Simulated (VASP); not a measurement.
# Al (Fm-3m) in VASP: further runs

One crystal, Al, is run at these levels: PBE; tasks: relaxation of cell and atoms, vibrations by finite differences.

All numbers are computed with VASP 6.6.1; they aren't measurements. Logs are shortened: lines on timing, memory, paths and dates and some standing lists are left out, and cuts for length are marked.

## 1. The crystal as given

Symmetry: Fm-3m, No. 225, cubic system. Conventional cell: a = 4.050 Å, b = 4.050 Å, c = 4.050 Å, α = 90.00°, β = 90.00°, γ = 90.00°. Al (site symmetry m-3m) is surrounded by 12 Al at 2.86 Å.

## 2. Relaxation of cell and atoms, PBE

Input file INCAR:

```
  PREC = Accurate
  ENCUT = 350
  EDIFF = 1E-7
  ISMEAR = 0
  SIGMA = 0.1
  LREAL = False
  LASPH = True
  NELM = 100
  ALGO = Normal
  ISIF = 3
  LWAVE = False
  LCHARG = False
  GGA = PE
  IBRION = 2
  NSW = 80
  EDIFFG = -0.002
```

Input file KPOINTS:

```
Automatic mesh
0
Gamma
  18 18 18
```

Input file POSCAR:

```
Al
1.0
    0.0000000000      2.0248050000      2.0248050000
    2.0248050000      0.0000000000      2.0248050000
    2.0248050000      2.0248050000      0.0000000000
Al
1
Direct
    0.0000000000      0.0000000000      0.0000000000
```

Potentials or basis: VASP PAW PBE potentials, release 64 (Al).

Command:

```sh
$ cat potpaw_PBE.64/Al/POTCAR > POTCAR
$ mpirun -np 1 vasp_std > vasp.out
```

OUTCAR:

```text
PREC = Accurate
   ENCUT = 350
   EDIFF = 1E-7
   ISMEAR = 0
   LREAL = False
   LASPH = True
   NELM = 100
   ISIF = 3
   GGA = PE
   IBRION = 2
   NSW = 80
   EDIFFG = -0.002

 ion  position               nearest neighbor table
   1  0.000  0.000  0.000-

  LATTYP: Found a face centered cubic cell.
 ALAT       =     4.0496100000

  Lattice vectors:

 A1 = (   0.0000000000,   2.0248050000,   2.0248050000)
 A2 = (   2.0248050000,   0.0000000000,   2.0248050000)
 A3 = (   2.0248050000,   2.0248050000,   0.0000000000)

Analysis of symmetry for initial positions (statically):
=====================================================================
 Subroutine PRICEL returns:
 Original cell was already a primitive cell.

 Routine SETGRP: Setting up the symmetry group for a
 face centered cubic supercell.

 Subroutine GETGRP returns: Found 48 space group operations
 (whereof 48 operations were pure point group operations)
 out of a pool of 48 trial point group operations.

The static configuration has the point symmetry O_h .

Analysis of symmetry for dynamics (positions and initial velocities):
=====================================================================
 Subroutine PRICEL returns:
 Original cell was already a primitive cell.

 Routine SETGRP: Setting up the symmetry group for a
 face centered cubic supercell.

 Subroutine GETGRP returns: Found 48 space group operations
 (whereof 48 operations were pure point group operations)
 out of a pool of 48 trial point group operations.

The dynamic configuration has the point symmetry O_h .

 Subroutine INISYM returns: Found 48 space group operations
 (whereof 48 operations are pure point group operations),
 and found     1 'primitive' translations

----------------------------------------------------------------------------------------

                                     Primitive cell

  volume of cell :      16.6027

  direct lattice vectors                    reciprocal lattice vectors
     0.000000000  2.024805000  2.024805000    -0.246937359  0.246937359  0.246937359
     2.024805000  0.000000000  2.024805000     0.246937359 -0.246937359  0.246937359
     2.024805000  2.024805000  0.000000000     0.246937359  0.246937359 -0.246937359

  length of vectors
     2.863506692  2.863506692  2.863506692     0.427708053  0.427708053  0.427708053

  position of ions in fractional coordinates (direct lattice)
     0.000000000  0.000000000  0.000000000

  ion indices of the primitive-cell ions
   primitive index   ion index
                 1           1

----------------------------------------------------------------------------------------

 KPOINTS: Automatic mesh

Automatic generation of k-mesh.
 Grid dimensions read from file:
 generate k-points for:   18   18   18

 Generating k-lattice:

  Cartesian coordinates                     Fractional coordinates (reciprocal lattice)
    -0.013718742  0.013718742  0.013718742     0.055555556  0.000000000  0.000000000
     0.013718742 -0.013718742  0.013718742     0.000000000  0.055555556  0.000000000
     0.013718742  0.013718742 -0.013718742     0.000000000  0.000000000  0.055555556

  Length of vectors
     0.023761558  0.023761558  0.023761558

  Shift w.r.t. Gamma in fractional coordinates (k-lattice)
     0.000000000  0.000000000  0.000000000

 Subroutine IBZKPT returns following result:
 ===========================================

 Found    195 irreducible k-points:

 Following reciprocal coordinates:
            Coordinates               Weight
  0.000000  0.000000  0.000000      1.000000
  0.055556  0.000000  0.000000      8.000000
  0.111111  0.000000  0.000000      8.000000
  0.166667  0.000000  0.000000      8.000000
  0.222222  0.000000  0.000000      8.000000
  0.277778  0.000000  0.000000      8.000000
[... 16 lines left out ...]
 -0.277778  0.055556  0.000000     24.000000
 -0.222222  0.055556  0.000000     24.000000
 [... further k-points ...]
   k-points           NKPTS =    195   k-points in BZ     NKDIM =    195   number of bands    NBANDS=      5
   number of dos      NEDOS =    301   number of ions     NIONS =      1
   total plane-waves  NPLWV =   5832
   dimension x,y,z NGX =    18 NGY =   18 NGZ =   18
   dimension x,y,z NGXF=    36 NGYF=   36 NGZF=   36
   ions per type =               1
   NGX,Y,Z   is equivalent  to a cutoff of  10.45, 10.45, 10.45 a.u.
   NGXF,Y,Z  is equivalent  to a cutoff of  20.90, 20.90, 20.90 a.u.
 SYSTEM =  unknown system
   PREC   = accura    normal or accurate (medium, high low for compatibility)
   ISTART =      0    job   : 0-new  1-cont  2-samecut
   ICHARG =      2    charge: 1-file 2-atom 10-const
   ISPIN  =      1    spin polarized calculation?
   LNONCOLLINEAR =      F non collinear calculations
   LSORBIT =      F    spin-orbit coupling
   LASPH  =      T    aspherical Exc in radial PAW
   ENCUT  =  350.0 eV  25.72 Ry    5.07 a.u.   4.37  4.37  4.37*2*pi/ulx,y,z
   NELM   =    100;   NELMIN=  2; NELMDL= -5     # of ELM steps
   EDIFF  = 0.1E-06   stopping-criterion for ELM
   LREAL  =      F    real-space projection
   EDIFFG = -.2E-02   stopping-criterion for IOM
   NSW    =     80    number of steps for IOM
   IBRION =      2    ionic relax: 0-MD 1-quasi-New 2-CG
   NFREE  =      1    steps in history (QN), initial steepest desc. (CG)
   ISIF   =      3    stress and relaxation
   ISYM   =      2    0-nonsym 1-usesym 2-fastsym
   POTIM  = 0.5000    time-step for ionic-motion
   TEBEG  =    0.0;   TEEND  =   0.0 temperature during run
   PSTRESS=    0.0 pullay stress
   NELECT =       3.0000    total number of electrons
   NUPDOWN=      -1.0000    fix difference up-down
   EMIN   =  10.00;   EMAX   =-10.00  energy-range for DOS
   EFERMI =   0.00;   METHOD = LEGACY
   ISMEAR =     0;   SIGMA  =   0.10  broadening in eV -4-tet -1-fermi 0-gaus
   EFERMI_NEDOS =   21; number of points for ismear=-14 and -15
   IALGO  =     38    algorithm
   IMIX   =      4    mixing-type and parameters
     AMIX     =   0.40;   BMIX     =  1.00
     AMIX_MAG =   1.60;   BMIX_MAG =  1.00
  volume/ion in A,a.u.               =      16.60       112.04
  Fermi-wavevector in a.u.,A,eV,Ry     =   0.925526  1.748991 11.654733  0.856599
  Thomas-Fermi vector in A             =   2.051390
   LORBIT       =      0    0 simple, 1 ext, 2 COOP (PROOUT), +10 PAW based schemes
   GGA     = PE    functional components
   LHFCALC =     F    Hartree Fock is set to
   AEXX    =    0.0000 exact exchange contribution
   IVDW    =     0    specifies the selected vdW correction
   LEPSILON=     F    determine dielectric tensor
   LRPA    =     F    only Hartree local field effects (RPA)
 conjugate gradient relaxation of ions
 non-spin polarized calculation
 Gauss-broadening in eV      SIGMA  =   0.10
  energy-cutoff  :      350.00
  volume of cell :       16.60
 maximum number of plane-waves:       262
 NGX is ok and might be reduce to    18
   NGX =  9   NGY =  9   NGZ =  9

--------------------------------------- Ionic step        1  -------------------------------------------

 number of electron       3.0000000 magnetization

 Free energy of the ion-electron system (eV)
  ---------------------------------------------------
  ext. energy  EPLUGINS =         0.00000000
  ---------------------------------------------------
  free energy    TOTEN  =        -3.74327029 eV

  energy without entropy =       -3.74039180  energy(sigma->0) =       -3.74183104

------------------------ aborting loop because EDIFF is reached ----------------------------------------

  FORCE on cell =-STRESS in cart. coord.  units (eV):
  Direction    XX          YY          ZZ          XY          YZ          ZX
  --------------------------------------------------------------------------------------
  -------------------------------------------------------------------------------------
  Total       -0.0557011     -0.0557011     -0.0557011      0.0000000      0.0000000     -0.0000000
  in kB       -5.3751988     -5.3751988     -5.3751988      0.0000000      0.0000000     -0.0000000
  external PRESSURE =      -5.3751988 kB  Pullay stress =       0.0000000 kB
[... 55 lines left out ...]
  energy  without entropy=       -3.7405309319  energy(sigma->0) =       -3.74199915

--------------------------------------- Ionic step        3  -------------------------------------------

 number of electron       3.0000000 magnetization

 Free energy of the ion-electron system (eV)
  ---------------------------------------------------
  ext. energy  EPLUGINS =         0.00000000
  ---------------------------------------------------
  free energy    TOTEN  =        -3.74347075 eV

  energy without entropy =       -3.74054018  energy(sigma->0) =       -3.74200547

 E-fermi :   8.0025     XC(G=0): -10.1997

 val. band max:        7.9955872032   @ k =  -0.2778   0.2778   0.0556
 cond. band min:       8.0027322008   @ k =  -0.2778   0.5000   0.2222
 fundamental gap:      0.0071449976
 Fermi energy:         8.0025350448

 k-point     1 :       0.0000    0.0000    0.0000
  band No.  band energies     occupation
      1      -3.1304      2.00000
      2      20.6423      0.00000
      3      20.6423      0.00000
      4      20.6423      0.00000
      5      22.1343      0.00000

 k-point     2 :       0.0556    0.0000    0.0000
  band No.  band energies     occupation
      1      -3.0464      2.00000
      2      19.1223      0.00000
      3      20.3296      0.00000
      4      20.3296      0.00000
      5      22.5779      0.00000
[... 169 lines left out ...]
 k-point    24 :      -0.2222    0.0556    0.0000
  band No.  band energies     occupation
      1      -1.4881      2.00000
      2      11.8552      0.00000
      3      17.3046      0.00000
      4      20.1589      0.00000
      5      21.9069      0.00000

 [... further k-points ...]

------------------------ aborting loop because EDIFF is reached ----------------------------------------

  FORCE on cell =-STRESS in cart. coord.  units (eV):
  Direction    XX          YY          ZZ          XY          YZ          ZX
  --------------------------------------------------------------------------------------
  -------------------------------------------------------------------------------------
  Total        0.0001636      0.0001636      0.0001636      0.0000000      0.0000000     -0.0000000
  in kB        0.0159025      0.0159025      0.0159025      0.0000000      0.0000000     -0.0000000
  external PRESSURE =       0.0159025 kB  Pullay stress =       0.0000000 kB
[... 16 lines left out ...]
  FREE ENERGIE OF THE ION-ELECTRON SYSTEM (eV)
  ---------------------------------------------------
  free  energy   TOTEN  =        -3.7434707528 eV

  energy  without entropy=       -3.7405401813  energy(sigma->0) =       -3.74200547

 reached required accuracy - stopping structural energy minimisation
```

It used 7 s of CPU time on 1 thread of Intel(R) Xeon(R) Platinum 8559C (Emerald Rapids) (shared host), which was overloaded at the time.

Results:

| Item | Value |
| --- | --- |
| Free energy | -3.7435 eV |
| Relaxed volume | 16.48 Å³/atom |
| Relaxed cell | a = 2.857 Å, b = 2.857 Å, c = 2.857 Å, α = 60.00°, β = 60.00°, γ = 60.00° |
| Space group after relaxing (to 0.05 Å) | Fm-3m (No. 225) |
| Energy gained by relaxing | 0.2 meV/atom |
| Ionic steps | 3 |
| Pressure after relaxing | 0.0 GPa |
| Band gap on the k mesh | none (metal or under the smearing width) |

Step by step:
```
step  energy change (eV)  largest force (eV/Å)  pressure (GPa)  volume (Å³)
   1              0.0000                0.0000           -0.54        16.60
   2             -0.0002                0.0000            0.07        16.47
   3             -0.0002                0.0000            0.00        16.48
```

Final structure:
```
Al
1.0
     0.00000    2.01999    2.01999
     2.01999    0.00000    2.01999
     2.01999    2.01999    0.00000
Al
1
Cartesian
  0.0000 0.0000 0.0000
```

Levels at points of the mesh, in eV from the Fermi level:
| k point | band 1 | band 2 | band 3 | band 4 | band 5 |
| --- | --- | --- | --- | --- | --- |
| (0.00, 0.00, 0.00) | -11.13 | 12.64 | 12.64 | 12.64 | 14.13 |
| (0.50, 0.00, 0.00) | -4.59 | -4.37 | 11.43 | 11.43 | 11.48 |
| (0.50, 0.50, 0.00) | -2.92 | -1.59 | 5.27 | 5.61 | 5.61 |

## 3. Relaxation of cell and atoms, PBE

This run uses another cell than the first one, of 16.48 Å³/atom, 0.993 times its volume.

INCAR is that of step 2.

KPOINTS is that of step 2.

Input file POSCAR:

```
Al                                      
1.0
    0.0000000000      2.0199944526      2.0199944526
    2.0199944526      0.0000000000      2.0199944526
    2.0199944526      2.0199944526      0.0000000000
  Al            
     1
Direct
     0.0000000000000000    0.0000000000000000    0.0000000000000000
```

Potentials or basis: VASP PAW PBE potentials, release 64 (Al).

Command:

```sh
$ cat potpaw_PBE.64/Al/POTCAR > POTCAR
$ mpirun -np 1 vasp_std > vasp.out
```

It used 4.6 s of CPU time on 1 thread of Intel(R) Xeon(R) Platinum 8559C (Emerald Rapids), on a shared host, which was overloaded at the time.

It converged, with:

```yaml
Free_energy: -3.7434 eV
Pressure_after_relaxing: 0.0 GPa
Band_gap_on_the_k_mesh: none (metal or under the smearing width)
```

Final structure:
```
Al
1.0
     0.00000    2.01999    2.01999
     2.01999    0.00000    2.01999
     2.01999    2.01999    0.00000
Al
1
Direct
  0.00000 0.00000 0.00000
```

Levels at points of the mesh, in eV from the Fermi level:
| k point | band 1 | band 2 | band 3 | band 4 |
| --- | --- | --- | --- | --- |
| (0.00, 0.00, 0.00) | -11.13 | 12.64 | 12.64 | 12.64 |
| (0.50, 0.00, 0.00) | -4.59 | -4.37 | 11.43 | 11.43 |
| (0.50, 0.50, 0.00) | -2.92 | -1.59 | 5.27 | 5.61 |

Caveat: the relaxation stopped at its first step, so nothing moved.

## 4. Vibrations by finite differences, PBE

This run uses another cell than the first one, of 16.48 Å³/atom, 0.993 times its volume.

Input file INCAR:

```
SYSTEM = Al
ALGO     = Normal         ! electronic algorithm
EDIFF    = 1E-8           ! SCF threshold, eV
ENCUT    = 350            ! plane-wave cutoff, eV
GGA      = PE             ! functional
IBRION   = 6              ! ionic algorithm
ISIF     = 3              ! what is computed and relaxed
ISMEAR   = 0              ! smearing method
LASPH    = .True.         ! aspherical terms in the spheres
LCHARG   = .False.        ! write CHGCAR
LREAL    = .False.        ! projectors in reciprocal space
LWAVE    = .False.        ! write WAVECAR
NBANDS   = 8              ! bands
NELM     = 100            ! most SCF steps
NFREE    = 2            
NSW      = 1              ! ionic steps
POTIM    = 0.015          ! step
PREC     = Accurate       ! precision mode
SIGMA    = 0.1            ! smearing width, eV
```

Input file KPOINTS:

```
k-points
0
Gamma
  18 18 18
  0 0 0
```

POSCAR is that of step 3.

Command:

```sh
$ cat potpaw_PBE.64/Al/POTCAR > POTCAR
$ mpirun -np 1 vasp_std > vasp.out
```

Wall time 5.6 min (1 thread of Intel Xeon Platinum 8559C (Emerald Rapids), shared host); peak memory 0.28 GiB.

The run converged. Its results:

| Property | Result |
| --- | --- |
| Elastic constants C11, C12, C44 | 85, 75, 7 GPa |
| Voigt bulk modulus | 78 GPa |

Elastic tensor in Voigt notation (GPa, in the Cartesian axes of the cell as first typed):
```
85 75 75  0  0  0
75 85 75  0  0  0
75 75 85  0  0  0
 0  0  0  7  0  0
 0  0  0  0  7  0
 0  0  0  0  0  7
```

Clamped-ion elastic tensor (GPa):
```
85 75 75  0  0  0
75 85 75  0  0  0
75 75 85  0  0  0
 0  0  0  7  0  0
 0  0  0  0  7  0
 0  0  0  0  0  7
```
